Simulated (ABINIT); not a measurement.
Ti in ABINIT: the effect of functional

The system is Ti.

```
Ti
1.0
     2.95000    0.00000    0.00000
    -1.47500    2.55477    0.00000
     0.00000    0.00000    4.68000
Ti
2
Cartesian
  1.4750 0.8516 3.5100
  0.0000 1.7032 1.1700
```

Alike in all runs:

- Program: ABINIT 10.8.3 (patched build)
- Task: band structure
- Potentials or basis: JTH PAW PBE v2.0
- Cutoff: 490 eV
- k mesh: 10 × 10 × 6
- Occupations: fermi-dirac, width 0.05 eV
- Spin: no spin polarisation

```tsv
functional	pressure (GPa)
LDA	-9.5
PBEsol	-5.5
RPBE	1.7
BLYP	1.0
AM05	-5.2
r2SCAN	-2.8
SCAN	-2.9
revPBE	0.9
PW91	?
WC	-5.4
```

What does the run with functional PW91 give?

Pressure -1.9 GPa.

Caveats: the PAW data sets were made with another functional, which shifts forces and pressure a little.

Runs at the PBE level aren't shown here.
